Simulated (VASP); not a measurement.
# TaAs (I4_1md) in VASP: further runs

One crystal, TaAs, is run at these levels: PBE, LDA; tasks: relaxation of cell and atoms.

All numbers are computed with VASP 6.6.1; they aren't measurements. Logs are shortened: lines on timing, memory, paths and dates and some standing lists are left out, and cuts for length are marked.

## Step 1: The crystal as given

Symmetry: I4_1md, No. 109, tetragonal system. Conventional cell: a = 3.444 Å, b = 3.444 Å, c = 11.736 Å, α = 90.00°, β = 90.00°, γ = 90.00°. Ta (site symmetry 2mm) is surrounded by 6 As at 2.61 to 2.62 Å. As (site symmetry 2mm) is surrounded by 6 Ta at 2.61 to 2.62 Å.

The cell is a database's computed one.

## Step 2: Relaxation of cell and atoms, PBE

Contents of INCAR:

```
PREC = Accurate
ENCUT = 600
EDIFF = 1E-6
ISMEAR = 1
SIGMA = 0.1
LREAL = False
LASPH = True
NELM = 80
ALGO = Normal
ISIF = 3
LWAVE = False
LCHARG = False
GGA = PE
IBRION = 2
NSW = 90
EDIFFG = -0.01
KPAR = 2
```

Contents of KPOINTS:

```
Automatic mesh
0
Gamma
  16 16 16
```

Contents of POSCAR:

```
TaAs
1.0
   -1.7218133600      1.7218133600      5.8679415400
    1.7218133600     -1.7218133600      5.8679415400
    1.7218133600      1.7218133600     -5.8679415400
Ta As
2 2
Direct
    0.4999673000      0.9999673000      0.5000000000
    0.7499673000      0.7499673000      0.0000000000
    0.0826321200      0.5826321200      0.5000000000
    0.3326321200      0.3326321200      0.0000000000
```

Potentials or basis: VASP PAW PBE potentials, release 64 (Ta_pv, As).

The run is started by

```
$ cat potpaw_PBE.64/Ta_pv/POTCAR potpaw_PBE.64/As/POTCAR > POTCAR
$ mpirun -np 2 vasp_std > vasp.out
```

OUTCAR:

```text
PREC = Accurate
   ENCUT = 600
   EDIFF = 1E-6
   ISMEAR = 1
   LREAL = False
   LASPH = True
   NELM = 80
   ISIF = 3
   GGA = PE
   IBRION = 2
   NSW = 90
   EDIFFG = -0.01

 ion  position               nearest neighbor table
   1  0.500  1.000  0.500-   4 2.61   4 2.61   3 2.62   3 2.62   3 2.62   3 2.62   2 3.40   2 3.40
                             2 3.40   2 3.40
   2  0.750  0.750  0.000-   3 2.61   3 2.61   4 2.62   4 2.62   4 2.62   4 2.62   1 3.40   1 3.40
                             1 3.40   1 3.40
   3  0.083  0.583  0.500-   2 2.61   2 2.61   1 2.62   1 2.62   1 2.62   1 2.62
   4  0.333  0.333  0.000-   1 2.61   1 2.61   2 2.62   2 2.62   2 2.62   2 2.62

  LATTYP: Found a body centered tetragonal cell.
 ALAT       =     3.4436267200
 C/A-ratio  =     3.4080009345

  Lattice vectors:

 A1 = (  -1.7218133600,   1.7218133600,   5.8679415400)
 A2 = (   1.7218133600,  -1.7218133600,   5.8679415400)
 A3 = (   1.7218133600,   1.7218133600,  -5.8679415400)

Analysis of symmetry for initial positions (statically):
=====================================================================
 Subroutine PRICEL returns:
 Original cell was already a primitive cell.

 Routine SETGRP: Setting up the symmetry group for a
 body centered tetragonal supercell.

 Subroutine GETGRP returns: Found  8 space group operations
 (whereof  4 operations were pure point group operations)
 out of a pool of 16 trial point group operations.

The static configuration has the point symmetry C_2v.
 The point group associated with its full space group is C_4v.

Analysis of symmetry for dynamics (positions and initial velocities):
=====================================================================
 Subroutine PRICEL returns:
 Original cell was already a primitive cell.

 Routine SETGRP: Setting up the symmetry group for a
 body centered tetragonal supercell.

 Subroutine GETGRP returns: Found  8 space group operations
 (whereof  4 operations were pure point group operations)
 out of a pool of 16 trial point group operations.

The dynamic configuration has the point symmetry C_2v.
 The point group associated with its full space group is C_4v.

 Subroutine INISYM returns: Found  8 space group operations
 (whereof  4 operations are pure point group operations),
 and found     1 'primitive' translations

----------------------------------------------------------------------------------------

                                     Primitive cell

  volume of cell :      69.5854

  direct lattice vectors                    reciprocal lattice vectors
    -1.721813360  1.721813360  5.867941540     0.000000000  0.290391521  0.085208756
     1.721813360 -1.721813360  5.867941540     0.290391521  0.000000000  0.085208756
     1.721813360  1.721813360 -5.867941540     0.290391521  0.290391521  0.000000000

  length of vectors
     6.353111081  6.353111081  6.353111081     0.302634710  0.302634710  0.410675627

  position of ions in fractional coordinates (direct lattice)
     0.499967300  0.999967300  0.500000000
     0.749967300  0.749967300  0.000000000
     0.082632120  0.582632120  0.500000000
     0.332632120  0.332632120  0.000000000

  ion indices of the primitive-cell ions
   primitive index   ion index
                 1           1
                 2           2
                 3           3
                 4           4

----------------------------------------------------------------------------------------

 KPOINTS: Automatic mesh

Automatic generation of k-mesh.
 Grid dimensions read from file:
 generate k-points for:   16   16   16

 Generating k-lattice:

  Cartesian coordinates                     Fractional coordinates (reciprocal lattice)
     0.000000000  0.018149470  0.005325547     0.062500000  0.000000000 -0.000000000
     0.018149470  0.000000000  0.005325547     0.000000000  0.062500000 -0.000000000
     0.018149470  0.018149470  0.000000000     0.000000000  0.000000000  0.062500000

  Length of vectors
     0.018914669  0.018914669  0.025667227

  Shift w.r.t. Gamma in fractional coordinates (k-lattice)
     0.000000000  0.000000000  0.000000000

 Subroutine IBZKPT returns following result:
 ===========================================

 Found    349 irreducible k-points:

 Following reciprocal coordinates:
            Coordinates               Weight
  0.000000  0.000000  0.000000      1.000000
  0.062500  0.000000 -0.000000      8.000000
  0.125000  0.000000 -0.000000      8.000000
  0.187500  0.000000 -0.000000      8.000000
  0.250000  0.000000 -0.000000      8.000000
  0.312500  0.000000  0.000000      8.000000
[... 16 lines left out ...]
 -0.125000  0.062500  0.000000     16.000000
 -0.062500  0.062500  0.000000      4.000000
 [... further k-points ...]
   k-points           NKPTS =    349   k-points in BZ     NKDIM =    349   number of bands    NBANDS=     20
   number of dos      NEDOS =    301   number of ions     NIONS =      4
   total plane-waves  NPLWV = 157464
   dimension x,y,z NGX =    54 NGY =   54 NGZ =   54
   dimension x,y,z NGXF=   108 NGYF=  108 NGZF=  108
   ions per type =               2   2
   NGX,Y,Z   is equivalent  to a cutoff of  14.13, 14.13, 14.13 a.u.
   NGXF,Y,Z  is equivalent  to a cutoff of  28.26, 28.26, 28.26 a.u.
 SYSTEM =  unknown system
   PREC   = accura    normal or accurate (medium, high low for compatibility)
   ISTART =      0    job   : 0-new  1-cont  2-samecut
   ICHARG =      2    charge: 1-file 2-atom 10-const
   ISPIN  =      1    spin polarized calculation?
   LNONCOLLINEAR =      F non collinear calculations
   LSORBIT =      F    spin-orbit coupling
   LASPH  =      T    aspherical Exc in radial PAW
   ENCUT  =  600.0 eV  44.10 Ry    6.64 a.u.  12.69 12.69 12.69*2*pi/ulx,y,z
   NELM   =     80;   NELMIN=  2; NELMDL= -5     # of ELM steps
   EDIFF  = 0.1E-05   stopping-criterion for ELM
   LREAL  =      F    real-space projection
   EDIFFG = -.1E-01   stopping-criterion for IOM
   NSW    =     90    number of steps for IOM
   IBRION =      2    ionic relax: 0-MD 1-quasi-New 2-CG
   NFREE  =      1    steps in history (QN), initial steepest desc. (CG)
   ISIF   =      3    stress and relaxation
   ISYM   =      2    0-nonsym 1-usesym 2-fastsym
   POTIM  = 0.5000    time-step for ionic-motion
   TEBEG  =    0.0;   TEEND  =   0.0 temperature during run
   PSTRESS=    0.0 pullay stress
   NELECT =      32.0000    total number of electrons
   NUPDOWN=      -1.0000    fix difference up-down
   EMIN   =  10.00;   EMAX   =-10.00  energy-range for DOS
   EFERMI =   0.00;   METHOD = LEGACY
   ISMEAR =     1;   SIGMA  =   0.10  broadening in eV -4-tet -1-fermi 0-gaus
   EFERMI_NEDOS =   21; number of points for ismear=-14 and -15
   IALGO  =     38    algorithm
   IMIX   =      4    mixing-type and parameters
     AMIX     =   0.40;   BMIX     =  1.00
     AMIX_MAG =   1.60;   BMIX_MAG =  1.00
  volume/ion in A,a.u.               =      17.40       117.40
  Fermi-wavevector in a.u.,A,eV,Ry     =   1.263627  2.387909 21.725142  1.596753
  Thomas-Fermi vector in A             =   2.396974
   LORBIT       =      0    0 simple, 1 ext, 2 COOP (PROOUT), +10 PAW based schemes
   GGA     = PE    functional components
   LHFCALC =     F    Hartree Fock is set to
   AEXX    =    0.0000 exact exchange contribution
   IVDW    =     0    specifies the selected vdW correction
   LEPSILON=     F    determine dielectric tensor
   LRPA    =     F    only Hartree local field effects (RPA)
 conjugate gradient relaxation of ions
 non-spin polarized calculation
 Methfessel and Paxton  Order N= 1 SIGMA  =   0.10
  energy-cutoff  :      600.00
  volume of cell :       69.59
 maximum number of plane-waves:      2340
 NGX is ok and might be reduce to    54
   NGX = 25   NGY = 25   NGZ = 25

--------------------------------------- Ionic step        1  -------------------------------------------

 number of electron      32.0000000 magnetization

 Free energy of the ion-electron system (eV)
  ---------------------------------------------------
  ext. energy  EPLUGINS =         0.00000000
  ---------------------------------------------------
  free energy    TOTEN  =       -35.10893573 eV

  energy without entropy =      -35.10903672  energy(sigma->0) =      -35.10896939

------------------------ aborting loop because EDIFF is reached ----------------------------------------

  FORCE on cell =-STRESS in cart. coord.  units (eV):
  Direction    XX          YY          ZZ          XY          YZ          ZX
  --------------------------------------------------------------------------------------
  -------------------------------------------------------------------------------------
  Total        1.2939577      1.2939577      0.7828012      0.0000000      0.0000000      0.0000000
  in kB       29.7928986     29.7928986     18.0237074      0.0000000      0.0000000      0.0000000
  external PRESSURE =      25.8698349 kB  Pullay stress =       0.0000000 kB
[... 137 lines left out ...]
  energy  without entropy=      -35.1175724606  energy(sigma->0) =      -35.11750434

--------------------------------------- Ionic step        5  -------------------------------------------

 number of electron      32.0000000 magnetization

 Free energy of the ion-electron system (eV)
  ---------------------------------------------------
  ext. energy  EPLUGINS =         0.00000000
  ---------------------------------------------------
  free energy    TOTEN  =       -35.11753901 eV

  energy without entropy =      -35.11764269  energy(sigma->0) =      -35.11757357

 E-fermi :   6.8538     XC(G=0): -11.8440

 val. band max:        6.8470512476   @ k =  -0.3125   0.4375   0.3125
 cond. band min:       6.8585869597   @ k =  -0.1875   0.3125   0.1875
 fundamental gap:      0.0115357121
 Fermi energy:         6.8538044212

 k-point     1 :       0.0000    0.0000    0.0000
  band No.  band energies     occupation
      1     -28.1590      2.00000
      2     -28.1306      2.00000
      3     -28.1306      2.00000
      4     -27.9856      2.00000
      5     -27.9856      2.00000
      6     -27.9315      2.00000
[... 12 lines left out ...]
     19       9.1568      0.00000
[... 513 lines left out ...]
      4     -27.9912      2.00000
      5     -27.9899      2.00000
      6     -27.9315      2.00000
[... 12 lines left out ...]
     19       9.2524      0.00000
     20       9.6242      0.00000

 [... further k-points ...]

------------------------ aborting loop because EDIFF is reached ----------------------------------------

  FORCE on cell =-STRESS in cart. coord.  units (eV):
  Direction    XX          YY          ZZ          XY          YZ          ZX
  --------------------------------------------------------------------------------------
  -------------------------------------------------------------------------------------
  Total       -0.0118540     -0.0118540      0.0156222      0.0000000      0.0000000      0.0000000
  in kB       -0.2692695     -0.2692695      0.3548653      0.0000000      0.0000000      0.0000000
  external PRESSURE =      -0.0612246 kB  Pullay stress =       0.0000000 kB
[... 19 lines left out ...]
  FREE ENERGIE OF THE ION-ELECTRON SYSTEM (eV)
  ---------------------------------------------------
  free  energy   TOTEN  =       -35.1175390110 eV

  energy  without entropy=      -35.1176426898  energy(sigma->0) =      -35.11757357

 reached required accuracy - stopping structural energy minimisation
```

Wall time 30 min (2 MPI ranks of Intel Xeon Platinum 8488C (Sapphire Rapids), shared host); peak memory 0.85 GiB.

Results:

| Item | Value |
| --- | --- |
| Free energy | -35.1175 eV |
| Relaxed volume | 17.63 Å³/atom |
| Relaxed cell | a = 6.362 Å, b = 6.362 Å, c = 6.362 Å, α = 148.38°, β = 148.38°, γ = 45.32° |
| Space group after relaxing (to 0.05 Å) | I4_1md (No. 109) |
| Energy gained by relaxing | 2.2 meV/atom |
| Ionic steps | 5 |
| Pressure after relaxing | 0.0 GPa |
| Largest force after relaxing | 0.010 eV/Å |
| Band gap on the k mesh | none (metal or under the smearing width) |

Forces on the atoms (eV/Å):
```
Ta   0.000  0.000  0.010
Ta   0.000  0.000  0.010
As   0.000  0.000 -0.010
As   0.000  0.000 -0.010
```

The path:
```tsv
step	energy change (eV)	largest force (eV/Å)	pressure (GPa)	volume (Å³)
1	0.0000	0.0248	2.59	69.59
2	0.0192	0.0157	-4.50	72.45
3	-0.0083	0.0225	-0.06	70.58
4	-0.0085	0.0153	-0.03	70.56
5	-0.0086	0.0097	-0.01	70.53
```

Final structure:
```yaml
crystal:
  lattice:
    - [-1.73310, 1.73310, 5.87056]
    - [1.73310, -1.73310, 5.87056]
    - [1.73310, 1.73310, -5.87056]
  atoms:
    - { symbol: Ta, position: [0.50015, 0.00015, 0.50000] }
    - { symbol: Ta, position: [0.75015, 0.75015, 0.00000] }
    - { symbol: As, position: [0.08245, 0.58245, 0.50000] }
    - { symbol: As, position: [0.33245, 0.33245, 0.00000] }
```

The run has no spin-orbit coupling, so splittings on Ta are missing.

## Step 3: Relaxation of cell and atoms, PBE

This run uses another cell than the first one, of 17.63 Å³/atom, 1.014 times its volume.

INCAR: that of step 2 with these lines changed.

```diff
@@ -2,3 +2,3 @@
 ENCUT = 600
-EDIFF = 1E-6
+EDIFF = 1E-7
 ISMEAR = 1
@@ -15,3 +15,3 @@
 NSW = 90
-EDIFFG = -0.01
+EDIFFG = -0.005
 KPAR = 2
```

KPOINTS is that of step 2.

Contents of POSCAR:

```
TaAs                                    
1.0
   -1.7331019644      1.7331019644      5.8705647416
    1.7331019644     -1.7331019644      5.8705647416
    1.7331019644      1.7331019644     -5.8705647416
  Ta              As            
     2     2
Direct
     0.5001504736427764    0.0001504736427766    0.5000000000000000
     0.7501504736427764    0.7501504736427764    0.0000000000000000
     0.0824489463572246    0.5824489463572247    0.5000000000000000
     0.3324489463572246    0.3324489463572246    0.0000000000000000
```

Potentials or basis: VASP PAW PBE potentials, release 64 (Ta_pv, As).

The run is started by

```
$ cat potpaw_PBE.64/Ta_pv/POTCAR potpaw_PBE.64/As/POTCAR > POTCAR
$ mpirun -np 2 vasp_std > vasp.out
```

Wall time 13 min (2 MPI ranks of Intel Xeon Platinum 8488C (Sapphire Rapids), shared host); peak memory 0.85 GiB.

The run converged. Its results:

```
Free energy                            : -35.1177 eV
Relaxed volume                         : 17.63 Å³/atom
Relaxed cell                           : a = 6.363 Å, b = 6.363 Å, c = 6.363 Å, α = 148.39°, β = 148.39°, γ = 45.31°
Space group after relaxing (to 0.05 Å) : I4_1md (No. 109)
Energy gained by relaxing              : 0.0 meV/atom
Ionic steps                            : 2
Pressure after relaxing                : 0.0 GPa
Largest force after relaxing           : 0.003 eV/Å
Band gap on the k mesh                 : none (metal or under the smearing width)
```

Forces on the atoms (eV/Å):
```
Ta   0.000  0.000 -0.003
Ta   0.000  0.000 -0.003
As   0.000  0.000  0.003
As   0.000  0.000  0.003
```

Final structure:
```
Ta As
1.0
    -1.73285    1.73285    5.87170
     1.73285   -1.73285    5.87170
     1.73285    1.73285   -5.87170
Ta As
2 2
Direct
  0.50019 0.00019 0.50000
  0.75019 0.75019 0.00000
  0.08241 0.58241 0.50000
  0.33241 0.33241 0.00000
```

Levels at points of the mesh, in eV from the Fermi level:
| k point | band 13 | band 14 | band 15 | band 16 | band 17 | band 18 | band 19 | band 20 |
| --- | --- | --- | --- | --- | --- | --- | --- | --- |
| (0.00, 0.00, 0.00) | -2.31 | -1.90 | -1.64 | -1.64 | 0.86 | 1.52 | 2.30 | 3.01 |
| (0.50, 0.00, 0.00) | -2.44 | -2.29 | -1.54 | -0.26 | 0.11 | 1.35 | 2.21 | 2.39 |
| (0.50, 0.50, 0.00) | -3.17 | -3.17 | -1.13 | -1.13 | 2.72 | 2.72 | 3.00 | 3.00 |
| (0.50, 0.50, 0.50) | -2.75 | -2.75 | -0.97 | -0.97 | 1.17 | 1.17 | 2.25 | 2.25 |

The run has no spin-orbit coupling, so splittings on Ta are missing.

## Step 4: Relaxation of cell and atoms, LDA

Contents of INCAR:

```
PREC = Accurate
ENCUT = 600
EDIFF = 1E-6
ISMEAR = 1
SIGMA = 0.1
LREAL = False
LASPH = True
NELM = 80
ALGO = Normal
ISIF = 3
LWAVE = False
LCHARG = False
GGA = CA
IBRION = 2
NSW = 90
EDIFFG = -0.01
KPAR = 2
```

KPOINTS is that of step 3.

Contents of POSCAR:

```
TaAs
1.0
   -1.7218133600      1.7218133600      5.8679415400
    1.7218133600     -1.7218133600      5.8679415400
    1.7218133600      1.7218133600     -5.8679415400
Ta As
2 2
Direct
    0.4999673000      0.9999673000      0.5000000000
    0.7499673000      0.7499673000      0.0000000000
    0.0826321200      0.5826321200      0.5000000000
    0.3326321200      0.3326321200      0.0000000000
```

Potentials or basis: VASP PAW LDA potentials, release 64 (Ta_pv, As).

The run is started by

```
$ cat potpaw_LDA.64/Ta_pv/POTCAR potpaw_LDA.64/As/POTCAR > POTCAR
$ mpirun -np 2 vasp_std > vasp.out
```

Wall time 74 min (2 MPI ranks of Intel Xeon Platinum 8488C (Sapphire Rapids), shared host); peak memory 0.76 GiB.

Results (log left out):

```
Free energy                            : -38.9560 eV
Relaxed volume                         : 16.78 Å³/atom
Relaxed cell                           : a = 6.250 Å, b = 6.250 Å, c = 6.250 Å, α = 148.32°, β = 148.32°, γ = 45.41°
Space group after relaxing (to 0.05 Å) : I4_1md (No. 109)
Energy gained by relaxing              : 13.3 meV/atom
Ionic steps                            : 11
Pressure after relaxing                : 0.0 GPa
Band gap on the k mesh                 : none (metal or under the smearing width)
```

The path:
```tsv
step	energy change (eV)	largest force (eV/Å)	pressure (GPa)	volume (Å³)
1	0.0000	0.0196	-6.59	69.59
2	0.1670	0.0664	16.44	62.62
3	-0.0514	0.0332	-0.16	67.22
4	-0.0514	0.0335	-0.04	67.17
5	-0.0514	0.0338	0.11	67.12
6	-0.0527	0.0382	0.14	67.08
7	-0.0529	0.0403	0.15	67.07
8	-0.0529	0.0111	-0.28	67.20
9	-0.0530	0.0106	-0.11	67.15
10	-0.0530	0.0127	0.09	67.08
11	-0.0530	0.0001	0.01	67.11
```

Final structure:
```
Ta As
1.0
    -1.70582    1.70582    5.76614
     1.70582   -1.70582    5.76614
     1.70582    1.70582   -5.76614
Ta As
2 2
Cartesian
  0.0000 1.7058 0.0037
  0.0000 0.0000 8.6529
  1.7058 0.0000 0.9489
  0.0000 0.0000 3.8320
```

Levels at points of the mesh, in eV from the Fermi level:
```tsv
k point	band 13	band 14	band 15	band 16	band 17	band 18	band 19	band 20
(0.00, 0.00, 0.00)	-2.42	-2.00	-1.64	-1.64	0.91	1.62	2.48	3.22
(0.50, 0.00, 0.00)	-2.52	-2.27	-1.62	-0.21	0.11	1.43	2.37	2.54
(0.50, 0.50, 0.00)	-3.19	-3.19	-1.09	-1.09	2.89	2.89	3.20	3.20
(0.50, 0.50, 0.50)	-2.91	-2.91	-0.86	-0.86	1.24	1.24	2.40	2.40
```

The run has no spin-orbit coupling, so splittings on Ta are missing.
